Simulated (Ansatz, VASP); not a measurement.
**KF in VASP and in Ansatz**

```
CELL_PARAMETERS angstrom
0.00000 2.60666 2.80717
2.60666 0.00000 2.80717
2.60666 2.60666 0.00000
ATOMIC_POSITIONS crystal
K 0.00000 0.00000 0.00000
F 0.50000 0.50000 0.50000
```

Change from the starting cell: strain -0.025 along x and y, +0.050 along z, atoms carried along.

Alike in both runs: task single point; functional LDA; k mesh 8 × 8 × 8; occupations gaussian, width 0.05 eV; no spin polarisation.

|  | VASP | Ansatz |
| --- | --- | --- |
| version | VASP 6.6.1 | Ansatz 0.2.0 |
| potentials or method | VASP PAW LDA potentials, release 64 (K_sv, F) | scalar-relativistic, plane waves, PAW |
| plane-wave cutoff (eV) | 520 | 420 |
| valence electrons in the cell | 16 | 16 |

VASP gave:

* gap on the k mesh at the Fermi level (eV): 5.73
* least direct gap on the mesh (eV): 5.73
* pressure (GPa): -2.9
* largest component of the traceless stress (GPa): 1.87

Question: What did Ansatz give for the same quantities?

Answer: gap on the k mesh at the Fermi level (eV): 5.75; least direct gap on the mesh (eV): 5.75; pressure (GPa): -3.1; largest component of the traceless stress (GPa): 1.75.

A k mesh can miss the band edges.
